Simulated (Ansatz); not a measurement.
# MgZn3O4: the cost of one run

Computed with Ansatz 0.2.0 (DFT PBE, scalar-relativistic, plane waves, PAW, unless a step's input says otherwise).

### 1 Starting point

It takes space group P-43m (No. 215, cubic). The conventional cell has a = 4.598 Å, b = 4.598 Å, c = 4.598 Å, α = 90.00°, β = 90.00°, γ = 90.00°. Mg (site symmetry -43m) is surrounded by 4 O at 1.99 Å. Around Zn (site symmetry -42m) lie 4 O at 1.99 Å. O (site symmetry 3m) is surrounded by 1 Mg at 1.99 Å and 3 Zn at 1.99 Å.

As a file:

```
Mg Zn O
1.0
     4.59826    0.00000    0.00000
     0.00000    4.59826    0.00000
     0.00000    0.00000    4.59826
Mg Zn O
1 3 4
Cartesian
  0.0000 0.0000 0.0000
  2.2991 0.0000 2.2991
  2.2991 2.2991 0.0000
  0.0000 2.2991 2.2991
  1.1496 3.4487 3.4487
  1.1496 1.1496 1.1496
  3.4487 3.4487 1.1496
  3.4487 1.1496 3.4487
```

The start is an ordering of an alloy on its end members' structure types: elements ordered on the sites of the ZnO type, Zn/Mg on Zn (P-43m, No. 215).

### 2 The guess as it stands, on a coarse mesh

Contents of input.yaml:

```yaml
crystal:
  lattice:
    - [4.59825691, 0.0, 0.0]
    - [0.0, 4.59825691, 0.0]
    - [0.0, 0.0, 4.59825691]
  atoms:
    - { symbol: Mg, position: [0.0, 0.0, 0.0] }
    - { symbol: Zn, position: [0.5, 0.0, 0.5] }
    - { symbol: Zn, position: [0.5, 0.5, 0.0] }
    - { symbol: Zn, position: [0.0, 0.5, 0.5] }
    - { symbol: O, position: [0.25, 0.75, 0.75] }
    - { symbol: O, position: [0.25, 0.25, 0.25] }
    - { symbol: O, position: [0.75, 0.75, 0.25] }
    - { symbol: O, position: [0.75, 0.25, 0.75] }
basis:
  ecutwfc: 420
kpoints:
  mp_grid: { grid: [4, 4, 4] }
hamiltonian:
  xc: pbe
scf:
  occupations: { method: gaussian, width: 0.1 }
  lower_state_search: "off"
output:
  forces: true
  stress: true
  eigenvalues: true
```

Started as:

```sh
$ ansatz run input.yaml --threads 1 --pin off --max-ram 2560MiB --backend cpu --events-out ev --progress --plain --runs-dir out
```

Q: Estimate wall time and peak memory on 1 thread of Intel Xeon 6975P-C (Granite Rapids), shared host.

About 1.9 s, with a peak of 0.37 GiB.
